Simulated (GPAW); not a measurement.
The system is Ru.

```
Ru
1.0
     2.70580    0.00000    0.00000
    -1.35290    2.34329    0.00000
     0.00000    0.00000    4.28190
Ru
2
Direct
  0.66667 0.33333 0.75000
  0.33333 0.66667 0.25000
```

| Quantity | Value |
| --- | --- |
| Program | GPAW 26.7.0 |
| Task | relaxation of cell and atoms |
| Functional | PBEsol |
| Dispersion | D3 |
| Potentials or basis | PAW data sets generated in the run's folder for this functional |
| Cutoff | 600 eV |
| Basis | pw |
| k mesh | 8 × 8 × 5 |
| Occupations | fermi-dirac, width 0.05 eV |
| Spin | no spin polarisation |

At the start: pressure -13.8 GPa; volume 13.57 Å³/atom.

**Question.** Where does the relaxation end?

**Answer.** Over 4 steps the energy falls by 24.1 meV/atom and the volume is 13.01 Å³/atom (-4.1 %); space group P6_3/mmc (No. 194, to 0.05 Å).

Step by step:
| step | energy change (eV) | largest force (eV/Å) | pressure (GPa) | volume (Å³) |
| --- | --- | --- | --- | --- |
| 1 | 0.0000 | 0.0000 | -13.79 | 27.15 |
| 2 | -0.0406 | 0.0000 | -5.96 | 26.48 |
| 3 | -0.0482 | 0.0000 | 0.37 | 26.00 |
| 4 | -0.0483 | 0.0000 | -0.01 | 26.03 |

Final structure:
```
Ru
1.0
     2.66876    0.00000    0.00000
    -1.33438    2.31122    0.00000
     0.00000    0.00000    4.21954
Ru
2
Direct
  0.66667 0.33333 0.75000
  0.33333 0.66667 0.25000
```

Caveat: later steps reuse the first step's grids; pairwise dispersion overbinds metals, which lowers pressure and volume.
